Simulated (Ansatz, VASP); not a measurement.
## Cross-check of CuI (Marshite) between VASP and Ansatz

Aim: how closely do two programs agree when they are given the same cell, functional and k mesh? The cell is taken from a series of VASP runs on this material, whose earlier steps may have relaxed, scaled or displaced it; both programs get it as it stands.

Program: Ansatz 0.2.0. Level of theory: plane waves, with VASP 6.6.1 beside it; single point at r2SCAN, band structure at r2SCAN and band structure at r2SCAN, spin-orbit coupling. Results are calculated unless marked as measured.

**1. The structure**

Symmetry: F-43m, No. 216, cubic system. Conventional cell: a = 6.011 Å, b = 6.011 Å, c = 6.011 Å, α = 90.00°, β = 90.00°, γ = 90.00°. Nearest to Cu lie 4 I at 2.60 Å. I has 4 Cu at 2.60 Å nearest. Farther neighbours and most contacts between anions are not listed.

**2. VASP: single point, r2SCAN**

A single point gives forces, pressure and levels at one fixed geometry, so differences don't come from the geometry; what else differs is listed under the comparison.

Lines of VASP's logs that name or quote its potential files are left out, and so is its time.

Contents of INCAR:

```
SYSTEM = CuI
PREC = Accurate
ENCUT = 400
EDIFF = 1E-06
NELM = 100
ISMEAR = 0
SIGMA = 0.05
LREAL = .FALSE.
ALGO = Normal
METAGGA = R2SCAN
LASPH = .TRUE.
NBANDS = 15
LORBIT = 11
LWAVE = .FALSE.
LCHARG = .TRUE.
ISIF = 2
LELF = .TRUE.
LVHAR = .TRUE.
```

Contents of POSCAR:

```
CuI
1.0
    0.0000000000      3.0055023643      3.0055023643
    3.0055023643      0.0000000000      3.0055023643
    3.0055023643      3.0055023643      0.0000000000
Cu I
1 1
Direct
    0.2500000000      0.2500000000      0.2500000000
    0.0000000000      0.0000000000      0.0000000000
```

Contents of KPOINTS:

```
Automatic mesh
0
Gamma
6 6 6
0 0 0
```

Potentials, in the order of the species: Cu and I (PBE family, release 64).

Run with:

```console
$ mpirun -np 2 vasp_std
```

Numbers of over 12 decimals in the logs are rounded to 6 here.

The program printed:

```text
[banner, memory and clock lines left out]
running    2 mpi-ranks, on    1 nodes
 distrk:  each k-point on    2 cores,    1 groups
 distr:  one band on    1 cores,    2 groups

 POSCAR found type information on POSCAR CuI
 POSCAR found :  2 types and       2 ions
|                                                                             |
|               ----> ADVICE to this user running VASP <----                  |
|                                                                             |
|     You enforced a specific xc type in the INCAR file but a different       |
|     [... a line on the potential file left out ...]
|     I HOPE YOU KNOW WHAT YOU ARE DOING!                                     |
|                                                                             |

 LDA part: xc-table for (None), standard interpolation
|                                                                             |
|           W    W    AA    RRRRR   N    N  II  N    N   GGGG   !!!           |
|           W    W   A  A   R    R  NN   N  II  NN   N  G    G  !!!           |
|           W    W  A    A  R    R  N N  N  II  N N  N  G       !!!           |
|           W WW W  AAAAAA  RRRRR   N  N N  II  N  N N  G  GGG   !            |
|           WW  WW  A    A  R   R   N   NN  II  N   NN  G    G                |
|           W    W  A    A  R    R  N    N  II  N    N   GGGG   !!!           |
|                                                                             |
|     The number of bands has been changed from the values supplied in        |
|     The orbitals not found in the WAVECAR file will be initialized with     |
|     random numbers, which is usually adequate. For correlated               |
|     calculations, however, you should redo the groundstate calculation.     |
|     I found NBANDS = 15. Now, NBANDS = 16.                                  |
|                                                                             |

 POSCAR, INCAR and KPOINTS ok, starting setup
 FFT: planning ... GRIDC
 FFT: planning ... GRID_SOFT
 FFT: planning ... GRID
 WAVECAR not read
 entering main loop
       N       E                     dE             d eps       ncg     rms          rms(c)
DAV:   1     0.548263049023E+02    0.54826E+02   -0.66023E+03   512   0.101E+03
DAV:   2    -0.339365587198E+02   -0.88763E+02   -0.80296E+02   536   0.210E+02
DAV:   3    -0.389563500681E+02   -0.50198E+01   -0.49533E+01   656   0.560E+01
DAV:   4    -0.390812662814E+02   -0.12492E+00   -0.12488E+00   632   0.843E+00
DAV:   5    -0.390877681015E+02   -0.65018E-02   -0.65017E-02   792   0.216E+00    0.591E+00
DAV:   6    -0.361431140960E+02    0.29447E+01   -0.64373E+00   544   0.629E+01    0.469E+00
DAV:   7    -0.357864727059E+02    0.35664E+00   -0.10479E+00   664   0.352E+01    0.241E+00
DAV:   8    -0.358301333170E+02   -0.43661E-01   -0.46338E-01   616   0.189E+01    0.144E+00
DAV:   9    -0.357881112990E+02    0.42022E-01   -0.17312E-01   520   0.119E+01    0.913E-02
DAV:  10    -0.357894892005E+02   -0.13779E-02   -0.60243E-03   656   0.572E-01    0.995E-02
DAV:  11    -0.357896407074E+02   -0.15151E-03   -0.55810E-04   664   0.596E-01    0.967E-02
DAV:  12    -0.357895101964E+02    0.13051E-03   -0.29861E-04   672   0.531E-01    0.275E-02
DAV:  13    -0.357895057065E+02    0.44900E-05   -0.70730E-05   744   0.203E-01    0.430E-03
DAV:  14    -0.357895077234E+02   -0.20169E-05   -0.57481E-06   584   0.157E-02    0.504E-03
DAV:  15    -0.357895089957E+02   -0.12723E-05   -0.20853E-06   464   0.402E-02    0.474E-03
DAV:  16    -0.357895085364E+02    0.45926E-06   -0.72470E-07   288   0.289E-02
   1 F= -.35789509E+02 E0= -.35789509E+02  d E =-.286982E-16
```

From OUTCAR (step 2):

```text
ion  position               nearest neighbor table
   1  0.250  0.250  0.250-   2 2.60   2 2.60   2 2.60   2 2.60
   2  0.000  0.000  0.000-   1 2.60   1 2.60   1 2.60   1 2.60

  LATTYP: Found a face centered cubic cell.
 ALAT       =     6.0110047286

 Subroutine GETGRP returns: Found 24 space group operations
 (whereof 24 operations were pure point group operations)

The static configuration has the point symmetry T_d .

 Found     16 irreducible k-points:

   k-points           NKPTS =     16   k-points in BZ     NKDIM =     16   number of bands    NBANDS=     16

   dimension x,y,z NGX =    28 NGY =   28 NGZ =   28
   dimension x,y,z NGXF=    56 NGYF=   56 NGZF=   56

   ENCUT  =  400.0 eV  29.40 Ry    5.42 a.u.   6.93  6.93  6.93*2*pi/ulx,y,z

   NELECT =      18.0000    total number of electrons

 k-points in reciprocal lattice and weights: Automatic mesh
   0.00000000  0.00000000  0.00000000       0.005
   0.16666667  0.00000000  0.00000000       0.037
   0.33333333  0.00000000  0.00000000       0.037
   0.50000000  0.00000000  0.00000000       0.019
   0.16666667  0.16666667  0.00000000       0.028
   0.33333333  0.16666667  0.00000000       0.111
   0.50000000  0.16666667  0.00000000       0.111
  -0.33333333  0.16666667  0.00000000       0.111
  -0.16666667  0.16666667  0.00000000       0.056
[...]
-0.33333333  0.33333333  0.16666667       0.111
  -0.33333333  0.50000000  0.16666667       0.056

 average (electrostatic) potential at core
       1 -71.1878       2 -97.1329

 E-fermi :   4.8191

 k-point     1 :       0.0000    0.0000    0.0000
  band No.  band energies     occupation
    ...
      5       2.6014      2.00000
      6       2.6014      2.00000
      7       4.5441      2.00000
      8       4.5441      2.00000
      9       4.5441      2.00000
     10       6.2319      0.00000
     11       9.7539      0.00000
     12       9.7541      0.00000
     13       9.7541      0.00000
     14      13.2368      0.00000
    ...

 k-point     2 :       0.1667    0.0000    0.0000
  band No.  band energies     occupation
    ...
      5       2.5916      2.00000
      6       2.5916      2.00000
      7       3.6687      2.00000
      8       4.3383      2.00000
      9       4.3384      2.00000
     10       7.1198      0.00000
     11       9.7826      0.00000
     12      10.1214      0.00000
     13      10.1216      0.00000
     14      13.6972      0.00000
    ...

 k-point     3 :       0.3333    0.0000    0.0000
  band No.  band energies     occupation
    ...
      5       2.6025      2.00000
      6       2.6026      2.00000
      7       2.9104      2.00000
      8       3.9694      2.00000
      9       3.9695      2.00000
     10       7.2268      0.00000
     11      10.3604      0.00000
     12      10.3605      0.00000
     13      11.4478      0.00000
     14      13.6498      0.00000
    ...

  Total       -0.0001713     -0.0001713     -0.0001713     -0.0000000     -0.0000000      0.0000000
  in kB       -0.0050548     -0.0050548     -0.0050548     -0.0000000     -0.0000000      0.0000000
  external PRESSURE =      -0.0050548 kB  Pullay stress =       0.0000000 kB

  energy-cutoff  :      400.00
  volume of cell :       54.30
      direct lattice vectors                 reciprocal lattice vectors
     0.000000000  3.005502364  3.005502364    -0.166361539  0.166361539  0.166361539
     3.005502364  0.000000000  3.005502364     0.166361539 -0.166361539  0.166361539
     3.005502364  3.005502364  0.000000000     0.166361539  0.166361539 -0.166361539

 POSITION                                       TOTAL-FORCE (eV/Angst)
 -----------------------------------------------------------------------------------
      1.50275      1.50275      1.50275         0.000000      0.000000      0.000000
      0.00000      0.00000      0.00000        -0.000000     -0.000000     -0.000000
 -----------------------------------------------------------------------------------
    total drift:                               -0.000001     -0.000001     -0.000001

  FREE ENERGIE OF THE ION-ELECTRON SYSTEM (eV)
  ---------------------------------------------------
  free  energy   TOTEN  =       -35.7895085364 eV

  energy  without entropy=      -35.7895085364  energy(sigma->0) =      -35.78950854

 total charge
# of ion       s       p       d       tot
------------------------------------------
    1        0.327   0.283   9.360   9.970
    2        1.491   2.819   0.057   4.367
--------------------------------------------------
tot          1.817   3.102   9.417  14.336

[... 3 further parts left out ...]
```

The run ends at a pressure of 0.00 GPa.

**3. Ansatz: single point, r2SCAN**

Ansatz runs on its default PAW (the set named soft_2) files.

The same cell, functional, mesh and smearing now go to Ansatz, which takes its cutoff from its data sets.

Contents of input.yaml:

```yaml
crystal:
  lattice:
    - [0.0, 3.0055023643, 3.0055023643]
    - [3.0055023643, 0.0, 3.0055023643]
    - [3.0055023643, 3.0055023643, 0.0]
  atoms:
    - { symbol: Cu, position: [0.25, 0.25, 0.25] }
    - { symbol: I, position: [0.0, 0.0, 0.0] }
hamiltonian:
  xc: r2scan
  pseudopotentials: { kind: paw }
kpoints:
  mp_grid: { grid: [6, 6, 6] }
scf:
  occupations: { method: gaussian, width: 0.05 }
  n_extra_bands: 4
output:
  forces: true
  stress: true
  eigenvalues: true
  write_density: true
  write_potential: true
  elf: true
  volumetric_format: npy
```

Run with:

```console
$ ansatz run input.yaml --threads 2 --pin off --max-ram 4608MiB --backend cpu --events-out ev --progress --plain --runs-dir out
```

The program printed:

```text
scf.n_extra_bands = 4 over 18 filled bands (N_el = 36.0): the run solves 22 bands
Engine: ansatz 0.2.0, aarch64-unknown-linux-gnu
Pseudopotentials: kind: paw
Pseudopotential: Cu, paw, valence charge 19, recommended cutoff 500 eV (meta_gga), Cu.paw.azcp
Pseudopotential: I, paw, valence charge 17, recommended cutoff 500 eV (meta_gga), I.paw.azcp
Functional definition: r2SCAN
  parameter k0 = 0.174
  parameter k1 = 0.065
  parameter a1 = 4.9479
  exchange = r2scan_x(k0 = k0, k1 = k1, a1 = a1)
  correlation = r2scan_c
Crystal: 2 atoms, lattice volume = 54.298 Å³
Basis set: ecut = 500 eV, 1411 PW (Γ), exchange–correlation on 128×128×128 points (64 copies of the dense FFT grid, shifted against one another)
Bands: 22, of which v1, the nominal top of the filled ones, is band 18 counted from 1 (17 counted from 0)
Symmetry: 24 space group operations
Space group: F-43m (ITA 216), of the structure as read, at distance tolerance 3.8e-5 Å
k-points: 16 of 216 (time reversal used)
Non-local potential: Cu, projectors of the file, l = 0: 3, l = 1: 2, l = 2: 3, l = 3: 1
Non-local potential: I, projectors of the file, l = 0: 2, l = 1: 2, l = 2: 2, l = 3: 2
PAW form: soft (Blöchl's): semilocal exchange-correlation on the pseudo side does not see the compensation charge
PAW frozen core: Cu, regenerated for the run's functional (the file was generated under x = pbe(κ = 0.804, μ = 0.219515), c = pbe(β = 0.066725))
PAW frozen core: I, regenerated for the run's functional (the file was generated under x = pbe(κ = 0.804, μ = 0.219515), c = pbe(β = 0.066725))
PAW one-centre angular grid: Cu, 590 points (default); XC on 160 Gauss nodes
PAW one-centre angular grid: I, 590 points (default); XC on 160 Gauss nodes
Initial density: superposition of atomic densities (neutral atoms: chi_scale 0, normalization atom), corrected by the library's trained network
Initial wavefunctions: pseudopotential atomic-orbital guess
Functional: x = r2scan, c = r2scan; τ floored in thin density (d = 2e-4 eV/Å³)
SCF iter   1: F=—  HF=-14159.670672 eV  |F-HF|=—  |Δ(HF+E_count)|=         —  Δρ=2.37e-2  dr2=1.80e-1  dr2_τ=1.10e-3  ethr=1.77e-3  ⟨swp⟩=6.1  Hψ=1717  notcnv=0
preconditioner: auto → none  [insulator: Δε(μ)=1.891 eV  Ē_g=9.778 eV  σ=0.050 eV  W_gap=1.00  n_scr=14 (ndim 8)  ℏωp=21.4 eV  f_vac=0.171  D(μ)=0.00/eV (n_scr^D=0)  ε∞_Penn≈5.8]
SCF iter   2: F=—  HF=-14159.714830 eV  |F-HF|=—  |Δ(HF+E_count)|=   4.42e-2  Δρ=2.78e-2  dr2=2.78e-1  dr2_τ=1.58e-3  ethr=5.00e-4  ⟨swp⟩=3.0  Hψ=890  notcnv=0
SCF iter   3: F=—  HF=-14159.645115 eV  |F-HF|=—  |Δ(HF+E_count)|=   6.97e-2  Δρ=2.61e-3  dr2=3.65e-3  dr2_τ=5.73e-5  ethr=5.00e-4  ⟨swp⟩=2.0  Hψ=607  notcnv=0
SCF iter   4: F=—  HF=-14159.644095 eV  |F-HF|=—  |Δ(HF+E_count)|=   1.02e-3  Δρ=2.17e-3  dr2=1.68e-3  dr2_τ=4.20e-6  ethr=1.01e-5  ⟨swp⟩=2.0  Hψ=559  notcnv=0
SCF iter   5: F=—  HF=-14159.643776 eV  |F-HF|=—  |Δ(HF+E_count)|=   3.19e-4  Δρ=7.28e-4  dr2=1.97e-4  dr2_τ=3.94e-7  ethr=4.67e-6  ⟨swp⟩=2.0  Hψ=405  notcnv=0
SCF iter   6: F=—  HF=-14159.643739 eV  |F-HF|=—  |Δ(HF+E_count)|=   3.70e-5  Δρ=3.19e-5  dr2=5.84e-7  dr2_τ=3.10e-8  ethr=5.47e-7  ⟨swp⟩=2.0  Hψ=439  notcnv=0
SCF iter   7: F=—  HF=-14159.643740 eV  |F-HF|=—  |Δ(HF+E_count)|=   1.42e-6  Δρ=4.88e-6  dr2=1.38e-8  dr2_τ=3.02e-10  ethr=2.78e-10  ⟨swp⟩=11.7  Hψ=3115  notcnv=0
SCF iter   8: F=-14159.643740 eV  HF=-14159.643740 eV  |F-HF|=1.09e-11  |Δ(HF+E_count)|=   2.23e-9  Δρ=5.47e-7  dr2=9.89e-11  dr2_τ=2.78e-12  ethr=3.83e-11  ⟨swp⟩=6.1  Hψ=2099  notcnv=0
SCF 1 converged in 8 iterations: F = -14159.643740 eV  dr2 = 9.89e-11
  greatest PAW one-centre occupation: 1.000 electrons in one spin orbital (limit 2), on the Cu atom at site 0 (counted from 0), in its partial waves of l = 0
SCF converged after 8 iterations
Free energy (F): -14159.643740 eV
Harris-Foulkes:  -14159.643740 eV  (|F-HF|=1.09e-11)
Internal energy: -14159.643740 eV  (E = F + TS)
E sigma→0 (E₀):  -14159.643740 eV
Fermi energy:    9.193393 eV
--- Per-component energies (eV) ---
  E_band       = -896.222169
  E_kinetic    = 489.286339
  E_local      = -7574.795209  (includes V_loc(G=0)·N_el)
  E_nonlocal   = 320.954864
  E_hartree    = 3528.851131
  E_xc         = -202.147921
  E_vxc        = -260.256292  (∫ρ·V_xc dr)
  E_paw        = -6531.500270  (= ΣΔE_a)
  E_vpaw       = -945.687082  (= ΣTr[D̂ρ^β])
  E_aug_tail   = 0.000126  (compensation charges beyond the density's cutoff)
  E_vtau       = 16.573108  (kinetic-family band-sum trace: ∫τ·v_τ [+ j·A + Jᵃ·Aᵃ] dr)
  E_ewald      = -4190.064745
  E_core_change = -0.228055  (= ΣΔE_core)
  E_smearing   = -0.000000  (= −TS)
  E_closure    = 0.000000  (closes the sum)
  Σ components = -14159.643740   (vs F -14159.643740, Δ=0.00e0)
--- Forces (eV/Å), atoms counted from 1 ---
  atom   1  Cu    -0.00000000    -0.00000000    -0.00000000
  atom   2  I      0.00000000    -0.00000000     0.00000000
  max |Σ_I F_I| component: 1.62e-17 eV/Å
--- Stress (GPa, compression-positive) ---
        0.280651       0.000000      -0.000000
       -0.000000       0.280651       0.000000
       -0.000000       0.000000       0.280651
  P = ⅓ Tr σ = 0.2807 GPa (2.807 kbar)
--- Band table (eV; the first three rows and the last of 16) ---
  k-point 0: bands = [... 14 lower, 6.4069, 8.3497, 8.3497, 8.3497, 10.0355, 13.5815, 13.5815, 13.5815]
  k-point 1: bands = [... 14 lower, 6.3975, 7.4776, 8.1442, 8.1442, 10.9233, 13.6012, 13.9500, 13.9500]
  k-point 2: bands = [... 14 lower, 6.4091, 6.7219, 7.7755, 7.7755, 11.0332, 14.1896, 14.1896, 15.2571]
  k-point 15: bands = [... 14 lower, 6.3563, 6.5007, 6.6906, 6.9820, 12.4337, 12.6403, 15.9790, 15.9862]
```

It took 4.9 s on 2 threads of Arm Neoverse V1, shared host; peak memory 0.46 GiB; 8.9 s of CPU time.

Reading the cycles: dr2 is the Hartree energy of the density residual (eV), the measure of convergence; HF is the Harris–Foulkes estimate of the energy, which meets the free energy F at convergence.

The run ends at a pressure of 0.28 GPa.

**4. Differences**

Known differences besides the potentials themselves: VASP keeps PBE cores, Ansatz makes them for the functional; the data sets hold 36 valence electrons in Ansatz (default PAW (the set named soft_2) files) and 18 in VASP; the cutoff is 500 eV in Ansatz and 400 eV in VASP. Total energies have different zeros and are not compared.

The two programs side by side:

```
              quantity  Ansatz   VASP  difference
        pressure (GPa)    0.28   0.00       +0.28
gap on the k mesh (eV)   1.686  1.688      -0.002
```

A gap on the mesh is an upper bound, since the band edges may lie between its points.

**5. VASP: band structure, r2SCAN**

Levels along a path test the potential and the projectors away from the mesh points.

Contents of INCAR:

```
SYSTEM = CuI
PREC = Accurate
ENCUT = 400
EDIFF = 1E-06
NELM = 100
ISMEAR = 0
SIGMA = 0.05
LREAL = .FALSE.
ALGO = Normal
METAGGA = R2SCAN
LASPH = .TRUE.
NBANDS = 21
LORBIT = 11
LWAVE = .FALSE.
LCHARG = .FALSE.
KPAR = 2
```

POSCAR is that of step 2.

KPOINTS is that of step 2.

Contents of KPOINTS_OPT:

```
Line mode
16
Line-mode
Reciprocal
  0.00000000   0.00000000   0.00000000 GAMMA
  0.50000000   0.00000000   0.50000000 X

  0.50000000   0.00000000   0.50000000 X
  0.50000000   0.25000000   0.75000000 W

  0.50000000   0.25000000   0.75000000 W
  0.37500000   0.37500000   0.75000000 K

  0.37500000   0.37500000   0.75000000 K
  0.00000000   0.00000000   0.00000000 GAMMA

  0.00000000   0.00000000   0.00000000 GAMMA
  0.50000000   0.50000000   0.50000000 L

  0.50000000   0.50000000   0.50000000 L
  0.62500000   0.25000000   0.62500000 U

  0.62500000   0.25000000   0.62500000 U
  0.50000000   0.25000000   0.75000000 W

  0.50000000   0.25000000   0.75000000 W
  0.50000000   0.50000000   0.50000000 L

  0.50000000   0.50000000   0.50000000 L
  0.37500000   0.37500000   0.75000000 K

  0.62500000   0.25000000   0.62500000 U
  0.50000000   0.00000000   0.50000000 X
```

Run with:

```console
$ mpirun -np 2 vasp_std
```

The program printed:

```text
[banner, memory and clock lines left out]
running    2 mpi-ranks, on    1 nodes
[...]
[... a notice as in an earlier step ...]

 LDA part: xc-table for (None), standard interpolation
 POSCAR, INCAR and KPOINTS ok, starting setup
[...]
entering main loop
       N       E                     dE             d eps       ncg     rms          rms(c)
DAV:   1     0.651637016287E+02    0.65164E+02   -0.61112E+03   672   0.754E+02
DAV:   2    -0.314945061743E+02   -0.96658E+02   -0.84504E+02   717   0.188E+02
DAV:   3    -0.388954721708E+02   -0.74010E+01   -0.72606E+01   808   0.568E+01
DAV:   4    -0.390795748024E+02   -0.18410E+00   -0.18383E+00   811   0.793E+00
[...]
DAV:  14    -0.357895076460E+02   -0.19088E-05   -0.88126E-06  1012   0.276E-02    0.937E-03
DAV:  15    -0.357895095834E+02   -0.19373E-05   -0.10394E-06   525   0.120E-02    0.529E-03
DAV:  16    -0.357895089072E+02    0.67617E-06   -0.11204E-06   500   0.292E-02
   1 F= -.35789509E+02 E0= -.35789509E+02  d E =-.435821E-17
 Start KPOINTS_OPT (optional k-point list driver)
k-point batch [1-16\160]
       N       E                     dE             ncg
DAV:   1     0.197728326254E+04   -0.22322E+04      672
DAV:   2     0.364859900119E+03   -0.16124E+04      727
DAV:   3     0.229077849439E+03   -0.13578E+03      791
DAV:   4     0.225593515152E+03   -0.34843E+01      854
DAV:   5     0.225451690043E+03   -0.14183E+00      927
DAV:   6     0.225447385235E+03   -0.43048E-02      918
DAV:   7     0.225447286221E+03   -0.99014E-04      961
DAV:   8     0.225447285487E+03   -0.73399E-06      679
[...]
k-point batch [145-160\160]
       N       E                     dE             ncg
DAV:   1     0.178688700992E+04   -0.65734E+04      685
DAV:   2     0.257177679791E+03   -0.15297E+04      725
DAV:   3     0.133122934934E+03   -0.12405E+03      889
DAV:   4     0.130250826775E+03   -0.28721E+01      843
DAV:   5     0.130129802644E+03   -0.12102E+00      985
DAV:   6     0.130127392393E+03   -0.24103E-02      866
DAV:   7     0.130127344406E+03   -0.47987E-04     1002
DAV:   8     0.130127344211E+03   -0.19461E-06      665
```

OUTCAR, selected parts (step 5):

```text
  Total        0.0004399      0.0004399      0.0004399     -0.0000000      0.0000000      0.0000000
  in kB        0.0129811      0.0129811      0.0129811     -0.0000000      0.0000000      0.0000000
  external PRESSURE =       0.0129811 kB  Pullay stress =       0.0000000 kB

  FREE ENERGIE OF THE ION-ELECTRON SYSTEM (eV)
  ---------------------------------------------------
  free  energy   TOTEN  =       -35.7895089072 eV

  energy  without entropy=      -35.7895089072  energy(sigma->0) =      -35.78950891

[... 2 parts as in an earlier step ...]

[... 2 further parts left out ...]
[key lines of the parts left out:]
E-fermi :   4.8275
```

The run ends at a pressure of 0.00 GPa.

(Part 1 of 2 ends here.)

[Lines on the potential files, build, host, timing and source positions are cut from VASP's logs without a mark.]

[Logs are printed without paths, hosts, clocks, repeated set-up lines and the standing remarks that a program may print on its own settings, such as how far it seeks lower states.]

[Hosts, paths, dates, database ids (printed as entryN), source tags and the programs' standing remarks are cut or masked in the printed files.]
